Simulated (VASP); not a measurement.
# HfN (F-43m) in VASP: further runs

The runs below take HfN through single point, with PBEsol.

Program: VASP 6.6.1. These are calculated values, not measurements. Logs are shortened: lines on timing, memory, paths and dates and some standing lists are left out, and cuts for length are marked.

## Step 1: The structure

It takes space group F-43m (No. 216, cubic). The conventional cell has a = 4.910 Å, b = 4.910 Å, c = 4.910 Å, α = 90.00°, β = 90.00°, γ = 90.00°. Hf (site symmetry -43m) is surrounded by 4 N at 2.13 Å. Around N (site symmetry -43m) lie 4 Hf at 2.13 Å.

The cell comes from a database or a generator and needn't be the stable form of this composition.

## Step 2: Single point, PBEsol

INCAR

```
SYSTEM = HfN
PREC = Accurate ; ENCUT = 460
EDIFF = 1E-7 ; ISMEAR = 0
SIGMA = 0.05 ; LREAL = .False.
LASPH = .True. ; NELM = 100
ALGO = Normal ; ISIF = 2
LWAVE = .False. ; LCHARG = .False.
GGA = PS ; ADDGRID = .False.
```

KPOINTS

```
Automatic mesh
0
Gamma
  5 5 5
  0 0 0
```

POSCAR

```
HfN
1.0
    0.0000000000      2.4548220000      2.4548220000
    2.4548220000      0.0000000000      2.4548220000
    2.4548220000      2.4548220000      0.0000000000
Hf N
1 1
Direct
    0.0013890000     -0.0035870000      0.0084710000
    0.2560200000      0.2829830000      0.2320270000
```

Potentials or basis: VASP PAW PBE potentials, release 64 (Hf_pv, N).

Launch:

```bash
$ cat potpaw_PBE.64/Hf_pv/POTCAR potpaw_PBE.64/N/POTCAR > POTCAR
$ mpirun -np 1 vasp_std > vasp.out
```

OUTCAR:

```text
SYSTEM = HfN
   PREC = Accurate
   ENCUT = 460
   EDIFF = 1E-7
   ISMEAR = 0
   LREAL = .False.
   LASPH = .True.
   NELM = 100
   ISIF = 2
   GGA = PS

 Found     63 irreducible k-points:

 Following reciprocal coordinates:
            Coordinates               Weight
  0.000000  0.000000  0.000000      1.000000
  0.200000  0.000000  0.000000      2.000000
  0.000000  0.200000  0.000000      2.000000
  0.000000  0.000000  0.200000      2.000000
  0.200000  0.200000  0.200000      2.000000
  0.400000  0.000000  0.000000      2.000000
   k-points           NKPTS =     63   k-points in BZ     NKDIM =     63   number of bands    NBANDS=     11
   number of dos      NEDOS =    301   number of ions     NIONS =      2
   total plane-waves  NPLWV =  13824
   dimension x,y,z NGX =    24 NGY =   24 NGZ =   24
   dimension x,y,z NGXF=    48 NGYF=   48 NGZF=   48
   ions per type =               1   1
   NGX,Y,Z   is equivalent  to a cutoff of  11.49, 11.49, 11.49 a.u.
   NGXF,Y,Z  is equivalent  to a cutoff of  22.99, 22.99, 22.99 a.u.
 SYSTEM =  HfN
   PREC   = accura    normal or accurate (medium, high low for compatibility)
   ISTART =      0    job   : 0-new  1-cont  2-samecut
   ICHARG =      2    charge: 1-file 2-atom 10-const
   ISPIN  =      1    spin polarized calculation?
   LNONCOLLINEAR =      F non collinear calculations
   LSORBIT =      F    spin-orbit coupling
   LASPH  =      T    aspherical Exc in radial PAW
   ENCUT  =  460.0 eV  33.81 Ry    5.81 a.u.   6.07  6.07  6.07*2*pi/ulx,y,z
   NELM   =    100;   NELMIN=  2; NELMDL= -5     # of ELM steps
   EDIFF  = 0.1E-06   stopping-criterion for ELM
   LREAL  =      F    real-space projection
   EDIFFG = 0.1E-05   stopping-criterion for IOM
   NSW    =      0    number of steps for IOM
   IBRION =     -1    ionic relax: 0-MD 1-quasi-New 2-CG
   NFREE  =      0    steps in history (QN), initial steepest desc. (CG)
   ISIF   =      2    stress and relaxation
   ISYM   =      2    0-nonsym 1-usesym 2-fastsym
   POTIM  = 0.5000    time-step for ionic-motion
   TEBEG  =    0.0;   TEEND  =   0.0 temperature during run
   PSTRESS=    0.0 pullay stress
   NELECT =      15.0000    total number of electrons
   NUPDOWN=      -1.0000    fix difference up-down
   EMIN   =  10.00;   EMAX   =-10.00  energy-range for DOS
   EFERMI =   0.00;   METHOD = LEGACY
   ISMEAR =     0;   SIGMA  =   0.05  broadening in eV -4-tet -1-fermi 0-gaus
   EFERMI_NEDOS =   21; number of points for ismear=-14 and -15
   IALGO  =     38    algorithm
   IMIX   =      4    mixing-type and parameters
     AMIX     =   0.40;   BMIX     =  1.00
     AMIX_MAG =   1.60;   BMIX_MAG =  1.00
  volume/ion in A,a.u.               =      14.79        99.83
  Fermi-wavevector in a.u.,A,eV,Ry     =   1.305395  2.466839 23.185087  1.704056
  Thomas-Fermi vector in A             =   2.436267
   LORBIT       =      0    0 simple, 1 ext, 2 COOP (PROOUT), +10 PAW based schemes
   GGA     = PS    functional components
   LHFCALC =     F    Hartree Fock is set to
   AEXX    =    0.0000 exact exchange contribution
   IVDW    =     0    specifies the selected vdW correction
   LEPSILON=     F    determine dielectric tensor
   LRPA    =     F    only Hartree local field effects (RPA)
 non-spin polarized calculation
 Gauss-broadening in eV      SIGMA  =   0.05
  energy-cutoff  :      460.00
  volume of cell :       29.59
 maximum number of plane-waves:       678
   NGX = 13   NGY = 13   NGZ = 13

 number of electron      15.0000000 magnetization

 Free energy of the ion-electron system (eV)
  ---------------------------------------------------
  ext. energy  EPLUGINS =         0.00000000
  ---------------------------------------------------
  free energy    TOTEN  =       -22.14396470 eV

  energy without entropy =      -22.14290071  energy(sigma->0) =      -22.14343270

 E-fermi :   5.6298     XC(G=0): -11.3928

 val. band max:        5.6070172434   @ k =   0.2000  -0.2000  -0.2000
 cond. band min:       5.6648357982   @ k =   0.4000   0.4000   0.2000
 fundamental gap:      0.0578185548
 Fermi energy:         5.6298328220

 k-point     1 :       0.0000    0.0000    0.0000
  band No.  band energies     occupation
      1     -25.4485      2.00000
      2     -25.4444      2.00000
      3     -25.4404      2.00000
      4     -10.4966      2.00000
      5       0.0105      2.00000
      6       0.1550      2.00000
      7       0.3179      2.00000
      8       4.8446      2.00000
      9       7.7803      0.00000
     10       7.7970      0.00000
     11      11.5635      0.00000

 k-point     2 :       0.2000    0.0000    0.0000
  band No.  band energies     occupation
      1     -25.6161      2.00000
      2     -25.4714      2.00000
      3     -25.4618      2.00000
      4     -10.0653      2.00000
      5      -0.4214      2.00000
      6       0.3908      2.00000
      7       0.4789      2.00000
      8       6.3992      0.00000
      9       7.4096      0.00000
     10       7.4762      0.00000
     11      11.4875      0.00000

 k-point     3 :       0.0000    0.2000    0.0000
  band No.  band energies     occupation
      1     -25.6306      2.00000
      2     -25.4682      2.00000
      3     -25.4630      2.00000
      4     -10.0147      2.00000
      5      -0.4935      2.00000
      6       0.5099      2.00000
      7       0.5838      2.00000
      8       6.3585      0.00000
      9       7.2811      0.00000
     10       7.3290      0.00000
     11      11.9328      0.00000

 k-point     4 :       0.0000    0.0000    0.2000
  band No.  band energies     occupation
      1     -25.6022      2.00000
      2     -25.4703      2.00000
      3     -25.4647      2.00000
      4     -10.1155      2.00000
      5      -0.3026      2.00000
      6       0.2871      2.00000
      7       0.3218      2.00000
      8       6.5500      0.00000
      9       7.4795      0.00000
     10       7.5682      0.00000
     11      10.9795      0.00000

 k-point     5 :       0.2000    0.2000    0.2000
  band No.  band energies     occupation
      1     -25.6107      2.00000
      2     -25.4700      2.00000
      3     -25.4610      2.00000
      4     -10.0970      2.00000
      5      -0.3567      2.00000
      6       0.3230      2.00000
      7       0.3956      2.00000
      8       6.4807      0.00000
      9       7.4286      0.00000
     10       7.5673      0.00000
     11      11.1571      0.00000

 k-point     6 :       0.4000    0.0000    0.0000
  band No.  band energies     occupation
      1     -25.8796      2.00000
      2     -25.5093      2.00000
      3     -25.4948      2.00000
      4      -9.4488      2.00000
      5      -0.2918      2.00000
      6       0.6224      2.00000
      7       0.8665      2.00000
      8       7.2404      0.00000
      9       7.6229      0.00000
     10       8.2479      0.00000
     11       9.9997      0.00000

 [... further k-points ...]
[... 5 lines left out ...]
  --------------------------------------------------------------------------------------
  -------------------------------------------------------------------------------------
  Total       -0.8579664     -0.8572394     -0.8862804     -0.9344029     -0.3788290      0.5833499
  in kB      -46.4612429    -46.4218782    -47.9945247    -50.6004928    -20.5146328     31.5900024
  external PRESSURE =     -46.9592153 kB  Pullay stress =       0.0000000 kB

 VOLUME and BASIS-vectors are now :
 -----------------------------------------------------------------------------
  energy-cutoff  :      460.00
  volume of cell :       29.59
      direct lattice vectors                 reciprocal lattice vectors
     0.000000000  2.454822000  2.454822000    -0.203680756  0.203680756  0.203680756
     2.454822000  0.000000000  2.454822000     0.203680756 -0.203680756  0.203680756
     2.454822000  2.454822000  0.000000000     0.203680756  0.203680756 -0.203680756

 POSITION                                       TOTAL-FORCE (eV/Angst)
 -----------------------------------------------------------------------------------
      2.46681      0.02420      2.44943         0.334627     -0.608842      0.838658
      1.26426      1.19807      1.32316        -0.334627      0.608842     -0.838658
 -----------------------------------------------------------------------------------
    total drift:                               -0.000008      0.000160     -0.000041

  FREE ENERGIE OF THE ION-ELECTRON SYSTEM (eV)
  ---------------------------------------------------
  free  energy   TOTEN  =       -22.1439646974 eV

  energy  without entropy=      -22.1429007092  energy(sigma->0) =      -22.14343270
```

It took 6.1 s on 1 thread of Intel Xeon 6975P-C (Granite Rapids), shared host; peak memory 0.15 GiB.

These settings aren't checked as converged: the numbers below hold their error.

What came out:

```
Free energy            : -22.1440 eV
Pressure               : -4.7 GPa
Largest force          : 1.089 eV/Å
Band gap on the k mesh : none (metal or under the smearing width)
```

Caveat: the k mesh is coarse (spacing up to 0.44 Å⁻¹), so the values aren't converged; the cutoff is under 1.25 times the usual one of these potentials, so pressure, stress and relaxed cells hold a basis-set (Pulay) error; the PAW data sets were made with another functional, which shifts forces and pressure a little.

## Step 3: Single point, PBEsol

Edit INCAR of step 2 so:

```diff
@@ -3,3 +3,3 @@
 EDIFF = 1E-7 ; ISMEAR = 0
-SIGMA = 0.05 ; LREAL = .False.
+SIGMA = 0.5 ; LREAL = .False.
 LASPH = .True. ; NELM = 100
```

KPOINTS is that of step 2.

POSCAR

```
HfN
1.0
    0.0000000000      2.4548220000      2.4548220000
    2.4548220000      0.0000000000      2.4548220000
    2.4548220000      2.4548220000      0.0000000000
Hf N
1 1
Direct
    0.0000000000      0.0000000000      0.0000000000
    0.2500000000      0.2500000000      0.2500000000
```

Potentials or basis: VASP PAW PBE potentials, release 64 (Hf_pv, N).

Launch:

```bash
$ cat potpaw_PBE.64/Hf_pv/POTCAR potpaw_PBE.64/N/POTCAR > POTCAR
$ mpirun -np 1 vasp_std > vasp.out
```

OUTCAR:

```text
SYSTEM = HfN
   PREC = Accurate
   ENCUT = 460
   EDIFF = 1E-7
   ISMEAR = 0
   LREAL = .False.
   LASPH = .True.
   NELM = 100
   ISIF = 2
   GGA = PS

 Found     10 irreducible k-points:

 Following reciprocal coordinates:
            Coordinates               Weight
  0.000000  0.000000  0.000000      1.000000
  0.200000  0.000000  0.000000      8.000000
  0.400000  0.000000  0.000000      8.000000
  0.200000  0.200000  0.000000      6.000000
  0.400000  0.200000  0.000000     24.000000
 -0.400000  0.200000  0.000000     24.000000
   k-points           NKPTS =     10   k-points in BZ     NKDIM =     10   number of bands    NBANDS=     11
   number of dos      NEDOS =    301   number of ions     NIONS =      2
   total plane-waves  NPLWV =  13824
   dimension x,y,z NGX =    24 NGY =   24 NGZ =   24
   dimension x,y,z NGXF=    48 NGYF=   48 NGZF=   48
   ions per type =               1   1
   NGX,Y,Z   is equivalent  to a cutoff of  11.49, 11.49, 11.49 a.u.
   NGXF,Y,Z  is equivalent  to a cutoff of  22.99, 22.99, 22.99 a.u.
 SYSTEM =  HfN
   PREC   = accura    normal or accurate (medium, high low for compatibility)
   ISTART =      0    job   : 0-new  1-cont  2-samecut
   ICHARG =      2    charge: 1-file 2-atom 10-const
   ISPIN  =      1    spin polarized calculation?
   LNONCOLLINEAR =      F non collinear calculations
   LSORBIT =      F    spin-orbit coupling
   LASPH  =      T    aspherical Exc in radial PAW
   ENCUT  =  460.0 eV  33.81 Ry    5.81 a.u.   6.07  6.07  6.07*2*pi/ulx,y,z
   NELM   =    100;   NELMIN=  2; NELMDL= -5     # of ELM steps
   EDIFF  = 0.1E-06   stopping-criterion for ELM
   LREAL  =      F    real-space projection
   EDIFFG = 0.1E-05   stopping-criterion for IOM
   NSW    =      0    number of steps for IOM
   IBRION =     -1    ionic relax: 0-MD 1-quasi-New 2-CG
   NFREE  =      0    steps in history (QN), initial steepest desc. (CG)
   ISIF   =      2    stress and relaxation
   ISYM   =      2    0-nonsym 1-usesym 2-fastsym
   POTIM  = 0.5000    time-step for ionic-motion
   TEBEG  =    0.0;   TEEND  =   0.0 temperature during run
   PSTRESS=    0.0 pullay stress
   NELECT =      15.0000    total number of electrons
   NUPDOWN=      -1.0000    fix difference up-down
   EMIN   =  10.00;   EMAX   =-10.00  energy-range for DOS
   EFERMI =   0.00;   METHOD = LEGACY
   ISMEAR =     0;   SIGMA  =   0.50  broadening in eV -4-tet -1-fermi 0-gaus
   EFERMI_NEDOS =   21; number of points for ismear=-14 and -15
   IALGO  =     38    algorithm
   IMIX   =      4    mixing-type and parameters
     AMIX     =   0.40;   BMIX     =  1.00
     AMIX_MAG =   1.60;   BMIX_MAG =  1.00
  volume/ion in A,a.u.               =      14.79        99.83
  Fermi-wavevector in a.u.,A,eV,Ry     =   1.305395  2.466839 23.185087  1.704056
  Thomas-Fermi vector in A             =   2.436267
   LORBIT       =      0    0 simple, 1 ext, 2 COOP (PROOUT), +10 PAW based schemes
   GGA     = PS    functional components
   LHFCALC =     F    Hartree Fock is set to
   AEXX    =    0.0000 exact exchange contribution
   IVDW    =     0    specifies the selected vdW correction
   LEPSILON=     F    determine dielectric tensor
   LRPA    =     F    only Hartree local field effects (RPA)
 non-spin polarized calculation
 Gauss-broadening in eV      SIGMA  =   0.50
  energy-cutoff  :      460.00
  volume of cell :       29.59
 maximum number of plane-waves:       678
   NGX = 13   NGY = 13   NGZ = 13

 number of electron      14.9999996 magnetization

 Free energy of the ion-electron system (eV)
  ---------------------------------------------------
  ext. energy  EPLUGINS =         0.00000000
  ---------------------------------------------------
  free energy    TOTEN  =       -22.27253911 eV

  energy without entropy =      -22.15532714  energy(sigma->0) =      -22.21393312

 E-fermi :   5.6261     XC(G=0): -11.3956

 val. band max:        4.8702544029   @ k =   0.0000   0.0000   0.0000
 cond. band min:       5.6568275337   @ k =   0.4000   0.2000   0.0000
 fundamental gap:      0.7865731308
 Fermi energy:         5.6260762243

 k-point     1 :       0.0000    0.0000    0.0000
  band No.  band energies     occupation
      1     -25.4449      2.00000
      2     -25.4449      2.00000
      3     -25.4449      2.00000
      4     -10.4924      2.00000
      5       0.1549      2.00000
      6       0.1549      2.00000
      7       0.1549      2.00000
      8       4.8703      1.96747
      9       7.8091      0.00000
     10       7.8091      0.00000
     11      12.1952      0.00000
[... 57 lines left out ...]
 k-point     6 :      -0.4000    0.2000    0.0000
  band No.  band energies     occupation
      1     -25.8655      2.00000
      2     -25.6207      2.00000
      3     -25.5298      2.00000
      4      -9.2185      2.00000
      5       0.0343      2.00000
      6       0.5146      2.00000
      7       1.0909      2.00000
      8       5.8025      0.61784
      9       7.7057      0.00000
     10       8.1071      0.00000
     11      11.3922      0.00000

 [... further k-points ...]
[... 5 lines left out ...]
  --------------------------------------------------------------------------------------
  -------------------------------------------------------------------------------------
  Total       -1.0732358     -1.0732358     -1.0732358     -0.0000000      0.0000000      0.0000000
  in kB      -58.1186759    -58.1186759    -58.1186759     -0.0000000      0.0000000      0.0000000
  external PRESSURE =     -58.1186759 kB  Pullay stress =       0.0000000 kB

 VOLUME and BASIS-vectors are now :
 -----------------------------------------------------------------------------
  energy-cutoff  :      460.00
  volume of cell :       29.59
      direct lattice vectors                 reciprocal lattice vectors
     0.000000000  2.454822000  2.454822000    -0.203680756  0.203680756  0.203680756
     2.454822000  0.000000000  2.454822000     0.203680756 -0.203680756  0.203680756
     2.454822000  2.454822000  0.000000000     0.203680756  0.203680756 -0.203680756

 POSITION                                       TOTAL-FORCE (eV/Angst)
 -----------------------------------------------------------------------------------
      0.00000      0.00000      0.00000         0.000000      0.000000     -0.000000
      1.22741      1.22741      1.22741        -0.000000     -0.000000      0.000000
 -----------------------------------------------------------------------------------
    total drift:                                0.000000      0.000000      0.000000

  FREE ENERGIE OF THE ION-ELECTRON SYSTEM (eV)
  ---------------------------------------------------
  free  energy   TOTEN  =       -22.2725391069 eV

  energy  without entropy=      -22.1553271406  energy(sigma->0) =      -22.21393312
```

stdout:

```text
POSCAR found type information on POSCAR HfN
 POSCAR found :  2 types and       2 ions
 scaLAPACK will be used
 -----------------------------------------------------------------------------
|                                                                             |
|                                                                             |
|     You enforced a specific xc type in the INCAR file but a different       |
|     I HOPE YOU KNOW WHAT YOU ARE DOING!                                     |
|                                                                             |
 -----------------------------------------------------------------------------

 LDA part: xc-table for (Slater+PW92), standard interpolation
 POSCAR, INCAR and KPOINTS ok, starting setup
 FFT: planning ... GRIDC
 FFT: planning ... GRID_SOFT
 FFT: planning ... GRID
 WAVECAR not read
 entering main loop
```

Wall time 2.9 s (1 thread of Intel Xeon 6975P-C (Granite Rapids), shared host); peak memory 0.13 GiB.

These settings aren't checked as converged: the numbers below hold their error.

Results:

| Property | Result |
| --- | --- |
| Free energy | -22.2725 eV |
| Pressure | -5.8 GPa |
| Band gap on the k mesh | none (metal or under the smearing width) |

Caveat: the k mesh is coarse (spacing up to 0.44 Å⁻¹), so the values aren't converged; the cutoff is under 1.25 times the usual one of these potentials, so pressure, stress and relaxed cells hold a basis-set (Pulay) error; the PAW data sets were made with another functional, which shifts forces and pressure a little.

## Step 4: Single point, PBEsol

INCAR is that of step 3.

KPOINTS is that of step 3.

POSCAR

```
HfN
1.0
    0.0000000000      2.4548220000      2.4548220000
    2.4548220000      0.0000000000      2.4548220000
    2.4548220000      2.4548220000      0.0000000000
Hf N
1 1
Direct
    0.0013890000     -0.0035870000      0.0084710000
    0.2560200000      0.2829830000      0.2320270000
```

Launch:

```bash
$ cat potpaw_PBE.64/Hf_pv/POTCAR potpaw_PBE.64/N/POTCAR > POTCAR
$ mpirun -np 1 vasp_std > vasp.out
```

Run time: 6.3 s. Hardware: 1 thread of Intel Xeon 6975P-C (Granite Rapids), shared host; peak memory 0.15 GiB.

These settings aren't checked as converged: the numbers below hold their error.

What came out:

* Free energy: -22.2014 eV
* Pressure: -4.5 GPa
* Largest force: 1.314 eV/Å
* Band gap on the k mesh: none (metal or under the smearing width)

Caveat: the k mesh is coarse (spacing up to 0.44 Å⁻¹), so the values aren't converged; the cutoff is under 1.25 times the usual one of these potentials, so pressure, stress and relaxed cells hold a basis-set (Pulay) error; the PAW data sets were made with another functional, which shifts forces and pressure a little.

[end of part 1 of 2]
